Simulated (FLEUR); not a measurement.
# MnS (Rambergite): parallel and opposed starts

Aim: find out whether MnS (Rambergite) carries moments, and which collinear order costs least.

Method: PBE; all-electron FLAPW, Dirac cores, scalar-relativistic bands, in FLEUR MaX-R8.1.

Report form: the programs' logs are mostly left out.

The database entry behind the starting cell differs from later determinations by our own check (about 0.3 % short against later determinations), so it need not match the best structure at ambient conditions.

### 1. The starting structure

It takes space group P6_3mc (No. 186, hexagonal). The conventional cell has a = 3.976 Å, b = 3.976 Å, c = 6.432 Å, α = 90.00°, β = 90.00°, γ = 120.00°. Mn has 4 S at 2.41 to 2.48 Å nearest. Nearest to S lie 4 Mn at 2.41 to 2.48 Å. Farther neighbours and most contacts between anions are not listed.

Structure file:

```xyz
4
Lattice="3.9760 0.0000 0.0000 -1.9880 3.4433 0.0000 0.0000 0.0000 6.4320" Properties=species:S:1:pos:R:3 pbc="T T T"
Mn    0.0000    2.2955    0.0000
Mn    1.9880    1.1478    3.2160
S     0.0000    2.2955    2.4763
S     1.9880    1.1478    5.6923
```

### 2. Start 1: ferro ++

The parallel start comes first: it shows whether parallel moments hold.

inpgen writes inp.xml from crystal.txt; cutoffs, mixing, functional, smearing and local orbitals are then set in the file. The k list default-1 (kpts.xml, not shown) is a Γ-centred 6×6×6 mesh; where the ranks do not divide the number of points, some are split in two of half the weight.

Input file inp.xml:

```
<?xml version="1.0" encoding="UTF-8" standalone="no"?>
<fleurInput fleurInputVersion="0.39">
   <comment>
      MnS
   </comment>
   <calculationSetup>
      <cutoffs Kmax="4.29" Gmax="12.9" GmaxXC="12.9" numbands="0"/>
      <scfLoop itmax="90" minDistance="0.00002" maxIterBroyd="15" imix="Anderson" alpha="0.05" precondParam="0.0" spinf="2.0" sdNocoIR="T"/>
      <coreElectrons ctail="T" frcor="F" kcrel="0" coretail_lmax="0"/>
      <xcFunctional name="pbe" relativisticCorrections="F"/>
      <magnetism jspins="2"/>
      <soc l_soc="F" theta="0.0" phi="0.0" spav="F"/>
      <expertModes spex="0" secvar="F"/>
      <geometryOptimization l_f="F" forcealpha="1.0" forcemix="BFGS" epsdisp="0.00001" epsforce="0.00001"/>
      <ldaU l_linMix="F" mixParam="0.05" spinf="1.0"/>
   </calculationSetup>
   <cell>
      <bzIntegration valenceElectrons="42.0" mode="hist" fermiSmearingEnergy="0.00183747">
         <kPointListSelection listName="default-1"/>
         <xi:include xmlns:xi="http://www.w3.org/2001/XInclude" href="kpts.xml"> </xi:include>
      </bzIntegration>
      <xi:include xmlns:xi="http://www.w3.org/2001/XInclude" href="sym.xml"> </xi:include>
      <bulkLattice scale="1.0">
         <bravaisMatrix>
            <row-1>    7.5135510713529081     0.0000000000188973     0.0000000000000000</row-1>
            <row-2>   -3.7567755356859025     6.5069261004216132     0.0000000000000000</row-2>
            <row-3>    0.0000000000000000     0.0000000000000000    12.1547184334272007</row-3>
         </bravaisMatrix>
      </bulkLattice>
   </cell>
   <atomSpecies>
      <species name="Manganese 4.500" element="Mn" atomicNumber="25">
         <mtSphere radius="2.69" gridPoints="889" logIncrement="0.014"/>
         <atomicCutoffs lmax="10" lnonsphr="8"/>
         <electronConfig flipSpins="F">
            <coreConfig>(1s1/2) (2s1/2) (2p1/2) (2p3/2)</coreConfig>
            <valenceConfig>(3s1/2) (3p1/2) (3p3/2) (4s1/2) (3d3/2) (3d5/2)</valenceConfig>
            <stateOccupation state="(3d3/2)" spinUp="1.75" spinDown="0.25"/>
            <stateOccupation state="(3d5/2)" spinUp="3.0" spinDown="0.0"/>
         </electronConfig>
         <energyParameters s="4" p="4" d="3" f="4"/>
         <lo type="SCLO" l="0" n="3" eDeriv="0"/>
         <lo type="SCLO" l="1" n="3" eDeriv="0"/>
      </species>
      <species name="Sulfur (S)" element="S" atomicNumber="16">
         <mtSphere radius="1.75" gridPoints="579" logIncrement="0.02"/>
         <atomicCutoffs lmax="6" lnonsphr="4"/>
         <electronConfig flipSpins="F">
            <coreConfig>(1s1/2) (2s1/2) (2p1/2) (2p3/2)</coreConfig>
            <valenceConfig>(3s1/2) (3p1/2) (3p3/2)</valenceConfig>
            <stateOccupation state="(3p1/2)" spinUp="0.666667" spinDown="0.666667"/>
            <stateOccupation state="(3p3/2)" spinUp="1.333333" spinDown="1.333333"/>
         </electronConfig>
         <energyParameters s="3" p="3" d="3" f="4"/>
      </species>
   </atomSpecies>
   <atomGroups>
      <atomGroup species="Manganese 4.500">
         <relPos label="                   1">1.000/3.000 -1.000/3.000 .0000000000</relPos>
         <relPos label="                   2">-1.000/3.000 1.000/3.000 1.000/2.000</relPos>
         <force calculate="T" relaxXYZ="TTT"/>
      </atomGroup>
      <atomGroup species="Sulfur (S)">
         <relPos label="                   3">1.000/3.000 -1.000/3.000 .3850000000</relPos>
         <relPos label="                   4">-1.000/3.000 1.000/3.000 -.1150000000</relPos>
         <force calculate="T" relaxXYZ="TTT"/>
      </atomGroup>
   </atomGroups>
   <output dos="F" band="F" slice="F">
      <bandDOS minEnergy="-.5*Htr" maxEnergy="0.5*Htr" sigma="0.015" storeEVData="T"/>
      <plotting iplot="0" polar="F">
         <plot TwoD="T" vec1="  1.0  0.0  0.0" vec2="  0.0  1.0  0.0" vec3="  0.0  0.0  1.0" zero="  0.0  0.0  0.0" file="plot"/>
      </plotting>
      <moessbauerParams electricFieldGradient="F" isomerShift="F" coreHyperfine="F" valenceHyperfine="F"/>
   </output>
</fleurInput>
```

Input file crystal.txt:

```
MnS
&input film=F cartesian=F /
3.97599999997  0.00000000001  0.00000000000
-1.98799999999  3.44331700542  0.00000000000
0.00000000000  0.00000000000  6.43200000000
1.8897261246
1.0 1.0 1.0

4
25 0.33333333333  0.66666666667  0.00000000000 : 4.500
25 0.66666666667  0.33333333333  0.50000000000 : 4.500
16 0.33333333333  0.66666666667  0.38500000000
16 0.66666666667  0.33333333333  0.88500000000

&kpt div1=6 div2=6 div3=6 gamma=T /
```

The run is started by

```console
$ OMP_NUM_THREADS=1 inpgen -f crystal.txt > inpgen.log  # inp.xml is then edited as shown
$ OMP_NUM_THREADS=1 mpirun -n 4 fleur_MPI > fleur.log
```

It took 3.2 min on 4 MPI ranks of Arm Neoverse V1, shared host; peak memory 0.38 GiB; 13 min of CPU time.

Spin moment in the muffin-tin sphere by atom:

| atom | spin moment in the muffin-tin sphere (μB) |
| --- | --- |
| Mn1 | 4.54 |
| Mn2 | 4.54 |
| S3 | 0.10 |
| S4 | 0.10 |

Numbers from this step:

```
free energy                                                       : -84784.6652 eV
program's band gap on this mesh (in a metal only a level spacing) : 0.04091 eV
magnetization                                                     : 9.918 μB
final state                                                       : ferromagnetic
```

After 20 cycles the largest moment stands at 4.54 μB.

### 3. Run 2 (antiferro +-)

Another pattern of signs weighs the neighbour shells otherwise.

inp.xml: that of step 2 with these lines changed.

```diff
@@ -44,2 +44,15 @@
       </species>
+      <species name="Manganese -4.500" element="Mn" atomicNumber="25">
+         <mtSphere radius="2.69" gridPoints="889" logIncrement="0.014"/>
+         <atomicCutoffs lmax="10" lnonsphr="8"/>
+         <electronConfig flipSpins="F">
+            <coreConfig>(1s1/2) (2s1/2) (2p1/2) (2p3/2)</coreConfig>
+            <valenceConfig>(3s1/2) (3p1/2) (3p3/2) (4s1/2) (3d3/2) (3d5/2)</valenceConfig>
+            <stateOccupation state="(3d3/2)" spinUp="0.25" spinDown="1.75"/>
+            <stateOccupation state="(3d5/2)" spinUp="0.0" spinDown="3.0"/>
+         </electronConfig>
+         <energyParameters s="4" p="4" d="3" f="4"/>
+         <lo type="SCLO" l="0" n="3" eDeriv="0"/>
+         <lo type="SCLO" l="1" n="3" eDeriv="0"/>
+      </species>
       <species name="Sulfur (S)" element="S" atomicNumber="16">
@@ -59,2 +72,5 @@
          <relPos label="                   1">1.000/3.000 -1.000/3.000 .0000000000</relPos>
+         <force calculate="T" relaxXYZ="TTT"/>
+      </atomGroup>
+      <atomGroup species="Manganese -4.500">
          <relPos label="                   2">-1.000/3.000 1.000/3.000 1.000/2.000</relPos>
@@ -64,2 +80,5 @@
          <relPos label="                   3">1.000/3.000 -1.000/3.000 .3850000000</relPos>
+         <force calculate="T" relaxXYZ="TTT"/>
+      </atomGroup>
+      <atomGroup species="Sulfur (S)">
          <relPos label="                   4">-1.000/3.000 1.000/3.000 -.1150000000</relPos>
```

crystal.txt: that of step 2 with these lines changed.

```diff
@@ -10,3 +10,3 @@
 25 0.33333333333  0.66666666667  0.00000000000 : 4.500
-25 0.66666666667  0.33333333333  0.50000000000 : 4.500
+25 0.66666666667  0.33333333333  0.50000000000 : -4.500
 16 0.33333333333  0.66666666667  0.38500000000
```

Wall time 4.3 min (4 MPI ranks); peak memory 0.48 GiB; 17 min of CPU time.

Spin moment in the muffin-tin sphere by atom:

| atom | spin moment in the muffin-tin sphere (μB) |
| --- | --- |
| Mn1 | 4.36 |
| Mn2 | -4.36 |
| S3 | -0.04 |
| S4 | 0.04 |

This step gave:

```yaml
free_energy: -84785.0176 eV
program_s_band_gap_on_this_mesh_in_a_metal_only_a_level_spacing: 0.6451 eV
magnetization: 0 μB
final_state: antiferromagnetic
```

It lies 176 meV a seeded atom under the first start, and its largest moment is 4.36 μB against 4.54 μB.

### 4. Order 3, typed as antiferro q=(0,1/2,1/2) +-+-

An opposed order shows whether neighbours prefer unlike signs.

The cell is doubled to 8 atoms to hold this order. The mesh is halved along the doubled vector, so that both cells sample the same points. The k list default-1 (kpts.xml, not shown) is a Γ-centred 6×3×6 mesh.

inp.xml: that of step 3 with these lines changed.

```diff
@@ -17,3 +17,3 @@
    <cell>
-      <bzIntegration valenceElectrons="42.0" mode="hist" fermiSmearingEnergy="0.00183747">
+      <bzIntegration valenceElectrons="84.0" mode="hist" fermiSmearingEnergy="0.00183747">
          <kPointListSelection listName="default-1"/>
@@ -24,5 +24,5 @@
          <bravaisMatrix>
-            <row-1>    7.5135510713529081     0.0000000000188973     0.0000000000000000</row-1>
-            <row-2>   -3.7567755356859025     6.5069261004216132     0.0000000000000000</row-2>
-            <row-3>    0.0000000000000000     0.0000000000000000    12.1547184334272007</row-3>
+            <row-1>    7.5135510714095997     0.0000000000000000     0.0000000000000000</row-1>
+            <row-2>   -7.5135510714095997    13.0138522007676372     0.0000000000000000</row-2>
+            <row-3>   -3.7567755357047998     6.5069261003838186    12.1547184334272007</row-3>
          </bravaisMatrix>
@@ -71,3 +71,3 @@
       <atomGroup species="Manganese 4.500">
-         <relPos label="                   1">1.000/3.000 -1.000/3.000 .0000000000</relPos>
+         <relPos label="                   1">1.000/3.000 1.000/3.000 .0000000000</relPos>
          <force calculate="T" relaxXYZ="TTT"/>
@@ -75,3 +75,11 @@
       <atomGroup species="Manganese -4.500">
-         <relPos label="                   2">-1.000/3.000 1.000/3.000 1.000/2.000</relPos>
+         <relPos label="                   2">1.000/3.000 -1.000/6.000 .0000000000</relPos>
+         <force calculate="T" relaxXYZ="TTT"/>
+      </atomGroup>
+      <atomGroup species="Manganese 4.500">
+         <relPos label="                   3">-1.000/3.000 -1.000/12.000 1.000/2.000</relPos>
+         <force calculate="T" relaxXYZ="TTT"/>
+      </atomGroup>
+      <atomGroup species="Manganese -4.500">
+         <relPos label="                   4">-1.000/3.000 5.000/12.000 1.000/2.000</relPos>
          <force calculate="T" relaxXYZ="TTT"/>
@@ -79,3 +87,3 @@
       <atomGroup species="Sulfur (S)">
-         <relPos label="                   3">1.000/3.000 -1.000/3.000 .3850000000</relPos>
+         <relPos label="                   5">1.000/3.000 .1408333333 .3850000000</relPos>
          <force calculate="T" relaxXYZ="TTT"/>
@@ -83,3 +91,11 @@
       <atomGroup species="Sulfur (S)">
-         <relPos label="                   4">-1.000/3.000 1.000/3.000 -.1150000000</relPos>
+         <relPos label="                   6">1.000/3.000 -.3591666667 .3850000000</relPos>
+         <force calculate="T" relaxXYZ="TTT"/>
+      </atomGroup>
+      <atomGroup species="Sulfur (S)">
+         <relPos label="                   7">-1.000/3.000 -.2758333334 -.1150000000</relPos>
+         <force calculate="T" relaxXYZ="TTT"/>
+      </atomGroup>
+      <atomGroup species="Sulfur (S)">
+         <relPos label="                   8">-1.000/3.000 .2241666666 -.1150000000</relPos>
          <force calculate="T" relaxXYZ="TTT"/>
```

Input file crystal.txt:

```
MnS
&input film=F cartesian=F /
3.97600000000  0.00000000000  0.00000000000
-3.97600000000  6.88663401080  0.00000000000
-1.98800000000  3.44331700540  6.43200000000
1.8897261246
1.0 1.0 1.0

8
25 0.33333333340  0.33333333340  0.00000000000 : 4.500
25 0.33333333330  0.83333333330  0.00000000000 : -4.500
25 0.66666666660  0.91666666660  0.50000000000 : 4.500
25 0.66666666660  0.41666666660  0.50000000000 : -4.500
16 0.33333333330  0.14083333330  0.38500000000
16 0.33333333330  0.64083333330  0.38500000000
16 0.66666666660  0.72416666660  0.88500000000
16 0.66666666660  0.22416666660  0.88500000000

&kpt div1=6 div2=3 div3=6 gamma=T /
```

Wall time 54 min (4 MPI ranks); peak memory 2.1 GiB.

The run was cut off at its time limit.

After 22 cycles the density distance stands at 4.5e-5 me/bohr³, still falling.

### 5. Run 4 (antiferro q=(0,1/2,0) +--+)

Reversing part of the moments tests the sign of the couplings between them.

This order needs a doubled cell of 8 atoms. The mesh is halved along the doubled vector, so that both cells sample the same points.

inp.xml: that of step 4 with these lines changed.

```diff
@@ -26,3 +26,3 @@
             <row-2>   -7.5135510714095997    13.0138522007676372     0.0000000000000000</row-2>
-            <row-3>   -3.7567755357047998     6.5069261003838186    12.1547184334272007</row-3>
+            <row-3>    0.0000000000000000     0.0000000000000000    12.1547184334272007</row-3>
          </bravaisMatrix>
@@ -72,2 +72,3 @@
          <relPos label="                   1">1.000/3.000 1.000/3.000 .0000000000</relPos>
+         <relPos label="                   4">-1.000/3.000 -1.000/3.000 1.000/2.000</relPos>
          <force calculate="T" relaxXYZ="TTT"/>
@@ -76,10 +77,3 @@
          <relPos label="                   2">1.000/3.000 -1.000/6.000 .0000000000</relPos>
-         <force calculate="T" relaxXYZ="TTT"/>
-      </atomGroup>
-      <atomGroup species="Manganese 4.500">
-         <relPos label="                   3">-1.000/3.000 -1.000/12.000 1.000/2.000</relPos>
-         <force calculate="T" relaxXYZ="TTT"/>
-      </atomGroup>
-      <atomGroup species="Manganese -4.500">
-         <relPos label="                   4">-1.000/3.000 5.000/12.000 1.000/2.000</relPos>
+         <relPos label="                   3">-1.000/3.000 1.000/6.000 1.000/2.000</relPos>
          <force calculate="T" relaxXYZ="TTT"/>
@@ -87,3 +81,4 @@
       <atomGroup species="Sulfur (S)">
-         <relPos label="                   5">1.000/3.000 .1408333333 .3850000000</relPos>
+         <relPos label="                   5">1.000/3.000 1.000/3.000 .3850000000</relPos>
+         <relPos label="                   8">-1.000/3.000 -1.000/3.000 -.1150000000</relPos>
          <force calculate="T" relaxXYZ="TTT"/>
@@ -91,11 +86,4 @@
       <atomGroup species="Sulfur (S)">
-         <relPos label="                   6">1.000/3.000 -.3591666667 .3850000000</relPos>
-         <force calculate="T" relaxXYZ="TTT"/>
-      </atomGroup>
-      <atomGroup species="Sulfur (S)">
-         <relPos label="                   7">-1.000/3.000 -.2758333334 -.1150000000</relPos>
-         <force calculate="T" relaxXYZ="TTT"/>
-      </atomGroup>
-      <atomGroup species="Sulfur (S)">
-         <relPos label="                   8">-1.000/3.000 .2241666666 -.1150000000</relPos>
+         <relPos label="                   6">1.000/3.000 -1.000/6.000 .3850000000</relPos>
+         <relPos label="                   7">-1.000/3.000 1.000/6.000 -.1150000000</relPos>
          <force calculate="T" relaxXYZ="TTT"/>
```

Input file crystal.txt:

```
MnS
&input film=F cartesian=F /
3.97600000000  0.00000000000  0.00000000000
-3.97600000000  6.88663401080  0.00000000000
0.00000000000  0.00000000000  6.43200000000
1.8897261246
1.0 1.0 1.0

8
25 0.33333333340  0.33333333340  0.00000000000 : 4.500
25 0.33333333335  0.83333333335  0.00000000000 : -4.500
25 0.66666666665  0.16666666665  0.50000000000 : -4.500
25 0.66666666660  0.66666666660  0.50000000000 : 4.500
16 0.33333333340  0.33333333340  0.38500000000
16 0.33333333335  0.83333333335  0.38500000000
16 0.66666666665  0.16666666665  0.88500000000
16 0.66666666660  0.66666666660  0.88500000000

&kpt div1=6 div2=3 div3=6 gamma=T /
```

Elapsed: 36 min, on 4 MPI ranks; peak memory 1.3 GiB.

Numbers from this step:

- free energy: -169570.4201 eV
- program's band gap on this mesh (in a metal only a level spacing): 1.544 eV
- magnetization: 0 μB
- final state: antiferromagnetic
- largest moment: 4.274 μB

It lies 272 meV a seeded atom under the first start, and its largest moment is 4.27 μB against 4.54 μB.

(Part 1 of 2 ends here.)

[Logs and program files are shortened in this print: banners, set-up blocks, solver, clock and traceback lines can be left out without a mark of their own.]

[Logs are printed without paths, hosts, clocks, repeated set-up lines and the standing remarks that a program may print on its own settings, such as how far it seeks lower states.]

[Hosts, paths, dates, database ids (printed as entryN), source tags and the programs' standing remarks are cut or masked in the printed files.]

[Where a cell is said to come from a database of computed structures, the database is the Materials Project.]
